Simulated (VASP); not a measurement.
# AlP (F-43m) in VASP: single point with LDA

Aim: the single point of AlP with LDA.

Everything below comes from runs of VASP 6.6.1. Logs are shortened: lines on timing, memory, paths and dates and some standing lists are left out, and cuts for length are marked.

**What was measured.**

From a printed reference work, data compilation, for a bulk crystal of AlP at 4.2 K: band gap 2.505 eV (indirect).

How close the calculation comes is told below.

## Step 1: The cell of the first run

Symmetry: F-43m, No. 216, cubic system. The conventional cell has a = 5.451 Å, b = 5.451 Å, c = 5.451 Å, α = 90.00°, β = 90.00°, γ = 90.00°. Al (site symmetry -43m) has 4 P at 2.36 Å within 3.1 Å. Within 3.1 Å of P (site symmetry -43m) lie 4 Al at 2.36 Å.

## Step 2: Single point, LDA

Input file INCAR:

```
SYSTEM = AlP
ALGO     = Normal         ! electronic algorithm
EDIFF    = 1E-6           ! SCF threshold, eV
ENCUT    = 500            ! plane-wave cutoff, eV
GGA_COMPAT= .FALSE.      
ISIF     = 2              ! what is computed and relaxed
ISMEAR   = 0              ! smearing method
LASPH    = .TRUE.         ! aspherical terms in the spheres
LCHARG   = .FALSE.        ! write CHGCAR
LREAL    = .FALSE.        ! projectors in reciprocal space
LWAVE    = .FALSE.        ! write WAVECAR
NBANDS   = 11             ! bands
NELM     = 120            ! most SCF steps
PREC     = Accurate       ! precision mode
SIGMA    = 0.01           ! smearing width, eV
```

Input file KPOINTS:

```
k-points
0
G
  8 8 8
  0 0 0
```

Input file POSCAR:

```
AlP
1.0
    0.0000000000      2.7255000000      2.7255000000
    2.7255000000      0.0000000000      2.7255000000
    2.7255000000      2.7255000000      0.0000000000
Al P
1 1
Direct
    0.0000000000      0.0000000000      0.0000000000
    0.7500000000      0.7500000000      0.7500000000
```

Potentials or basis: VASP PAW LDA potentials, release 64 (Al, P).

On the command line:

```bash
cat potpaw_LDA.64/Al/POTCAR potpaw_LDA.64/P/POTCAR > POTCAR
mpirun -np 1 vasp_std > vasp.out
```

OUTCAR:

```text
SYSTEM = AlP
   EDIFF = 1E-6
   ENCUT = 500
   ISIF = 2
   ISMEAR = 0
   LASPH = .TRUE.
   LREAL = .FALSE.
   NELM = 120
   PREC = Accurate

 ion  position               nearest neighbor table
   1  0.000  0.000  0.000-   2 2.36   2 2.36   2 2.36   2 2.36
   2  0.750  0.750  0.750-   1 2.36   1 2.36   1 2.36   1 2.36

  LATTYP: Found a face centered cubic cell.
 ALAT       =     5.4510000000

  Lattice vectors:

 A1 = (   0.0000000000,   2.7255000000,   2.7255000000)
 A2 = (   2.7255000000,   0.0000000000,   2.7255000000)
 A3 = (   2.7255000000,   2.7255000000,   0.0000000000)

Analysis of symmetry for initial positions (statically):
=====================================================================
 Subroutine PRICEL returns:
 Original cell was already a primitive cell.

 Routine SETGRP: Setting up the symmetry group for a
 face centered cubic supercell.

 Subroutine GETGRP returns: Found 24 space group operations
 (whereof 24 operations were pure point group operations)
 out of a pool of 48 trial point group operations.

The static configuration has the point symmetry T_d .

Analysis of symmetry for dynamics (positions and initial velocities):
=====================================================================
 Subroutine PRICEL returns:
 Original cell was already a primitive cell.

 Routine SETGRP: Setting up the symmetry group for a
 face centered cubic supercell.

 Subroutine GETGRP returns: Found 24 space group operations
 (whereof 24 operations were pure point group operations)
 out of a pool of 48 trial point group operations.

The dynamic configuration has the point symmetry T_d .

 Subroutine INISYM returns: Found 24 space group operations
 (whereof 24 operations are pure point group operations),
 and found     1 'primitive' translations

----------------------------------------------------------------------------------------

                                     Primitive cell

  volume of cell :      40.4919

  direct lattice vectors                    reciprocal lattice vectors
     0.000000000  2.725500000  2.725500000    -0.183452578  0.183452578  0.183452578
     2.725500000  0.000000000  2.725500000     0.183452578 -0.183452578  0.183452578
     2.725500000  2.725500000  0.000000000     0.183452578  0.183452578 -0.183452578

  length of vectors
     3.854439064  3.854439064  3.854439064     0.317749185  0.317749185  0.317749185

  position of ions in fractional coordinates (direct lattice)
     0.000000000  0.000000000  0.000000000
     0.750000000  0.750000000  0.750000000

  ion indices of the primitive-cell ions
   primitive index   ion index
                 1           1
                 2           2

----------------------------------------------------------------------------------------

 KPOINTS: k-points

Automatic generation of k-mesh.
 Grid dimensions read from file:
 generate k-points for:    8    8    8

 Generating k-lattice:

  Cartesian coordinates                     Fractional coordinates (reciprocal lattice)
    -0.022931572  0.022931572  0.022931572     0.125000000  0.000000000  0.000000000
     0.022931572 -0.022931572  0.022931572     0.000000000  0.125000000  0.000000000
     0.022931572  0.022931572 -0.022931572     0.000000000  0.000000000  0.125000000

  Length of vectors
     0.039718648  0.039718648  0.039718648

  Shift w.r.t. Gamma in fractional coordinates (k-lattice)
     0.000000000  0.000000000  0.000000000

 Subroutine IBZKPT returns following result:
 ===========================================

 Found     29 irreducible k-points:

 Following reciprocal coordinates:
            Coordinates               Weight
  0.000000  0.000000  0.000000      1.000000
  0.125000  0.000000  0.000000      8.000000
  0.250000  0.000000  0.000000      8.000000
  0.375000  0.000000  0.000000      8.000000
  0.500000  0.000000  0.000000      4.000000
  0.125000  0.125000  0.000000      6.000000
[... 16 lines left out ...]
  0.500000  0.250000  0.125000     48.000000
 -0.375000  0.250000  0.125000     24.000000
 [... further k-points ...]
   k-points           NKPTS =     29   k-points in BZ     NKDIM =     29   number of bands    NBANDS=     11
   number of dos      NEDOS =    301   number of ions     NIONS =      2
   total plane-waves  NPLWV =  21952
   dimension x,y,z NGX =    28 NGY =   28 NGZ =   28
   dimension x,y,z NGXF=    56 NGYF=   56 NGZF=   56
   ions per type =               1   1
   NGX,Y,Z   is equivalent  to a cutoff of  12.08, 12.08, 12.08 a.u.
   NGXF,Y,Z  is equivalent  to a cutoff of  24.15, 24.15, 24.15 a.u.
 SYSTEM =  AlP
   PREC   = accura    normal or accurate (medium, high low for compatibility)
   ISTART =      0    job   : 0-new  1-cont  2-samecut
   ICHARG =      2    charge: 1-file 2-atom 10-const
   ISPIN  =      1    spin polarized calculation?
   LNONCOLLINEAR =      F non collinear calculations
   LSORBIT =      F    spin-orbit coupling
   LASPH  =      T    aspherical Exc in radial PAW
   ENCUT  =  500.0 eV  36.75 Ry    6.06 a.u.   7.03  7.03  7.03*2*pi/ulx,y,z
   NELM   =    120;   NELMIN=  2; NELMDL= -5     # of ELM steps
   EDIFF  = 0.1E-05   stopping-criterion for ELM
   LREAL  =      F    real-space projection
   EDIFFG = 0.1E-04   stopping-criterion for IOM
   NSW    =      0    number of steps for IOM
   IBRION =     -1    ionic relax: 0-MD 1-quasi-New 2-CG
   NFREE  =      0    steps in history (QN), initial steepest desc. (CG)
   ISIF   =      2    stress and relaxation
   ISYM   =      2    0-nonsym 1-usesym 2-fastsym
   POTIM  = 0.5000    time-step for ionic-motion
   TEBEG  =    0.0;   TEEND  =   0.0 temperature during run
   PSTRESS=    0.0 pullay stress
   NELECT =       8.0000    total number of electrons
   NUPDOWN=      -1.0000    fix difference up-down
   EMIN   =  10.00;   EMAX   =-10.00  energy-range for DOS
   EFERMI =   0.00;   METHOD = LEGACY
   ISMEAR =     0;   SIGMA  =   0.01  broadening in eV -4-tet -1-fermi 0-gaus
   EFERMI_NEDOS =   21; number of points for ismear=-14 and -15
   IALGO  =     38    algorithm
   IMIX   =      4    mixing-type and parameters
     AMIX     =   0.40;   BMIX     =  1.00
     AMIX_MAG =   1.60;   BMIX_MAG =  1.00
  volume/ion in A,a.u.               =      20.25       136.63
  Fermi-wavevector in a.u.,A,eV,Ry     =   0.953488  1.801831 12.369596  0.909140
  Thomas-Fermi vector in A             =   2.082148
   LORBIT       =      0    0 simple, 1 ext, 2 COOP (PROOUT), +10 PAW based schemes
   GGA     = CA    functional components
   LHFCALC =     F    Hartree Fock is set to
   AEXX    =    0.0000 exact exchange contribution
   IVDW    =     0    specifies the selected vdW correction
   LEPSILON=     F    determine dielectric tensor
   LRPA    =     F    only Hartree local field effects (RPA)
 non-spin polarized calculation
 Gauss-broadening in eV      SIGMA  =   0.01
  energy-cutoff  :      500.00
  volume of cell :       40.49
 maximum number of plane-waves:      1056
   NGX = 13   NGY = 13   NGZ = 13

 number of electron       8.0000000 magnetization

 Free energy of the ion-electron system (eV)
  ---------------------------------------------------
  ext. energy  EPLUGINS =         0.00000000
  ---------------------------------------------------
  free energy    TOTEN  =       -11.41143129 eV

  energy without entropy =      -11.41143129  energy(sigma->0) =      -11.41143129

 E-fermi :   4.5862     XC(G=0):  -9.4679

 val. band max:        4.4959602015   @ k =   0.0000   0.0000   0.0000
 cond. band min:       5.9280716636   @ k =   0.5000   0.5000   0.0000
 fundamental gap:      1.4321114621
 Fermi energy:         4.5861779391

 k-point     1 :       0.0000    0.0000    0.0000
  band No.  band energies     occupation
      1      -7.0379      2.00000
      2       4.4960      2.00000
      3       4.4960      2.00000
      4       4.4960      2.00000
      5       7.6567      0.00000
      6       8.9752      0.00000
      7       8.9752      0.00000
      8       8.9752      0.00000
      9      13.3143      0.00000
     10      13.3143      0.00000
     11      14.5133      0.00000

 k-point     2 :       0.1250    0.0000    0.0000
  band No.  band energies     occupation
      1      -6.8635      2.00000
      2       3.2472      2.00000
      3       4.3452      2.00000
      4       4.3452      2.00000
      5       8.0862      0.00000
      6       9.2608      0.00000
      7       9.2608      0.00000
      8       9.4885      0.00000
      9      12.8004      0.00000
     10      12.8004      0.00000
     11      15.1671      0.00000

 k-point     3 :       0.2500    0.0000    0.0000
  band No.  band energies     occupation
      1      -6.3719      2.00000
      2       1.2768      2.00000
      3       4.0474      2.00000
      4       4.0474      2.00000
      5       7.6993      0.00000
      6       9.5663      0.00000
      7       9.5663      0.00000
      8      11.3084      0.00000
      9      12.7651      0.00000
     10      12.7651      0.00000
     11      14.6541      0.00000

 k-point     4 :       0.3750    0.0000    0.0000
  band No.  band energies     occupation
      1      -5.7078      2.00000
      2      -0.3832      2.00000
      3       3.8105      2.00000
      4       3.8105      2.00000
      5       7.3181      0.00000
      6       9.3734      0.00000
      7       9.3734      0.00000
      8      12.4969      0.00000
      9      14.1606      0.00000
     10      14.1606      0.00000
     11      14.9400      0.00000

 k-point     5 :       0.5000    0.0000    0.0000
  band No.  band energies     occupation
      1      -5.3282      2.00000
      2      -1.1070      2.00000
      3       3.7247      2.00000
      4       3.7247      2.00000
      5       7.1812      0.00000
      6       9.2288      0.00000
      7       9.2288      0.00000
      8      12.5778      0.00000
      9      16.0169      0.00000
     10      16.0169      0.00000
     11      16.1232      0.00000
[... 211 lines left out ...]
 k-point    21 :       0.5000    0.5000    0.0000
  band No.  band energies     occupation
      1      -4.6526      2.00000
      2      -0.8742      2.00000
      3       2.3660      2.00000
      4       2.3660      2.00000
      5       5.9281      0.00000
      6       6.8252      0.00000
      7      15.4249      0.00000
      8      15.4249      0.00000
      9      16.3762      0.00000
     10      16.5643      0.00000
     11      16.5643      0.00000

 k-point    22 :       0.3750    0.2500    0.1250
  band No.  band energies     occupation
      1      -5.9552      2.00000
      2       0.9571      2.00000
      3       2.5627      2.00000
      4       3.5670      2.00000
      5       8.2441      0.00000
      6       9.2271      0.00000
      7       9.8382      0.00000
      8      11.2281      0.00000
      9      12.7698      0.00000
     10      15.2191      0.00000
     11      17.2791      0.00000

 k-point    23 :       0.5000    0.2500    0.1250
  band No.  band energies     occupation
      1      -5.3458      2.00000
      2      -0.1688      2.00000
      3       1.9892      2.00000
      4       3.1763      2.00000
      5       8.3451      0.00000
      6       9.1855      0.00000
      7      10.4396      0.00000
      8      11.5221      0.00000
      9      13.8969      0.00000
     10      15.7142      0.00000
     11      17.2336      0.00000

 k-point    24 :      -0.3750    0.2500    0.1250
  band No.  band energies     occupation
      1      -5.0095      2.00000
      2      -0.7401      2.00000
      3       1.8538      2.00000
      4       2.9858      2.00000
      5       8.3443      0.00000
      6       8.9135      0.00000
      7      11.3115      0.00000
      8      12.1096      0.00000
      9      13.3895      0.00000
     10      15.8507      0.00000
     11      17.1634      0.00000

 [... further k-points ...]

------------------------ aborting loop because EDIFF is reached ----------------------------------------

  FORCE on cell =-STRESS in cart. coord.  units (eV):
  Direction    XX          YY          ZZ          XY          YZ          ZX
  --------------------------------------------------------------------------------------
  -------------------------------------------------------------------------------------
  Total       -0.1977915     -0.1977915     -0.1977915      0.0000000     -0.0000000      0.0000000
  in kB       -7.8261785     -7.8261785     -7.8261785      0.0000000     -0.0000000      0.0000000
  external PRESSURE =      -7.8261785 kB  Pullay stress =       0.0000000 kB

 VOLUME and BASIS-vectors are now :
 -----------------------------------------------------------------------------
  energy-cutoff  :      500.00
  volume of cell :       40.49
      direct lattice vectors                 reciprocal lattice vectors
     0.000000000  2.725500000  2.725500000    -0.183452578  0.183452578  0.183452578
     2.725500000  0.000000000  2.725500000     0.183452578 -0.183452578  0.183452578
     2.725500000  2.725500000  0.000000000     0.183452578  0.183452578 -0.183452578

 POSITION                                       TOTAL-FORCE (eV/Angst)
 -----------------------------------------------------------------------------------
      0.00000      0.00000      0.00000         0.000000      0.000000      0.000000
      4.08825      4.08825      4.08825        -0.000000     -0.000000     -0.000000
 -----------------------------------------------------------------------------------
    total drift:                                0.000000      0.000000      0.000000

  FREE ENERGIE OF THE ION-ELECTRON SYSTEM (eV)
  ---------------------------------------------------
  free  energy   TOTEN  =       -11.4114312932 eV

  energy  without entropy=      -11.4114312932  energy(sigma->0) =      -11.41143129
```

Run time: 4.9 s. Hardware: 1 thread of AMD EPYC 9R45 (Zen 5), shared host; peak memory 0.11 GiB.

What came out:

```yaml
Free_energy: -11.4114 eV
Pressure: -0.8 GPa
Band_gap_on_the_k_mesh: 1.43 eV, indirect (least direct gap 3.16 eV)
```

Levels at points of the mesh, in eV from the valence-band top:
```csv
k point,band 1,band 2,band 3,band 4,band 5,band 6,band 7,band 8
"(0.00, 0.00, 0.00)",-11.53,0.00,0.00,0.00,3.16,4.48,4.48,4.48
"(0.50, 0.00, 0.00)",-9.82,-5.60,-0.77,-0.77,2.69,4.73,4.73,8.08
"(0.50, 0.50, 0.00)",-9.15,-5.37,-2.13,-2.13,1.43,2.33,10.93,10.93
```

## Step 3: How close it comes

Step 2. Against the measured gap of AlP, 2.505 eV (indirect; 4.2 K; a printed reference work, data compilation), the calculated 1.43 eV is off by -1.07 eV. The value is that of LDA on a finite k mesh, which can miss the band edges, without temperature or zero-point motion. Semilocal functionals fall short of measured gaps as a rule.
